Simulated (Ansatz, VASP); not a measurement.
## One calculation of CuO, two programs

```
Cu O
1.0
     0.00000    2.10481    2.10481
     2.10481    0.00000    2.10481
     2.10481    2.10481    0.00000
Cu O
1 1
Direct
  0.00000 0.00000 0.00000
  0.50000 0.50000 0.50000
```

Alike in both runs: task single point; functional PBE; k mesh 18 × 18 × 18; occupations gaussian, width 0.1 eV; no spin polarisation.

|  | VASP | Ansatz |
| --- | --- | --- |
| version | VASP 6.6.1 | Ansatz 0.2.0 |
| potentials or method | VASP PAW PBE potentials, release 64 (Cu, O) | scalar-relativistic, plane waves, PAW |
| plane-wave cutoff (eV) | 520 | 420 |
| valence electrons in the cell | 17 | 25 |

|  | VASP | Ansatz | Ansatz less VASP |
| --- | --- | --- | --- |
| gap on the k mesh at the Fermi level (eV) | none | none | - |
| pressure (GPa) | 4.9 | 4.6 | -0.30 |

A gap of «none» marks a metal or a gap that the smearing closes. The functional is the same, so the differences come from potentials, cutoffs and numerics. The two sets of potentials don't hold the same shells in valence.

Caveats: an odd number of electrons without spin polarisation forces a metal; a magnetic or distorted state may lie lower; the run has no spin polarisation, though such a crystal can be magnetic; semilocal functionals often make such compounds metallic where correlation or magnetic order opens a gap, which also shifts bond lengths.
